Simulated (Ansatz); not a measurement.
Crystal: SiNi.

```
Ni Si
1.0
     5.17310    0.00000    0.00000
     0.00000    3.33810    0.00000
     0.00000    0.00000    5.60490
Ni Si
4 4
Direct
  0.99221 0.75000 0.81248
  0.50779 0.25000 0.31248
  0.49221 0.75000 0.68752
  0.00779 0.25000 0.18752
  0.67872 0.25000 0.91750
  0.82128 0.75000 0.41750
  0.17872 0.25000 0.58250
  0.32128 0.75000 0.08250
```

Base run:

```yaml
Program: Ansatz 0.2.0
Functional: RPBE
Potentials_or_basis: Ansatz PAW
Cutoff: 420 eV
Density_cutoff: 1680 eV
k_mesh: 5 × 8 × 5
Occupations: fermi-dirac, width 0.05 eV
Spin: collinear spin, ferromagnetic start
Starting_moments: "[1.0, 1.0, 1.0, 1.0, 0.0, 0.0, 0.0, 0.0] μB"
```

Its results: band gap on the k mesh none (metal or under the smearing width); pressure 5.3 GPa; net moment 0.00 μB per cell; largest force 0.075 eV/Å.

Problem. After a change of settings the same cell gave: band gap on the k mesh none (metal or under the smearing width); pressure 4.4 GPa; net moment 0.00 μB per cell; largest force 0.062 eV/Å. Which change was it?
A. functional from RPBE to LDA
B. functional from RPBE to r2SCAN; cutoff from 420 eV to 500 eV; density cutoff from 1680 eV to 2000 eV
C. functional from RPBE to revPBE
D. functional from RPBE to BLYP

Solution. C.

Caveats: the potentials were made for another functional, which shifts forces and pressure; the PAW data sets come from PBE, with cores solved anew for the run's functional, which leaves a small shift of forces and pressure.

Not every run made on this cell is shown here.
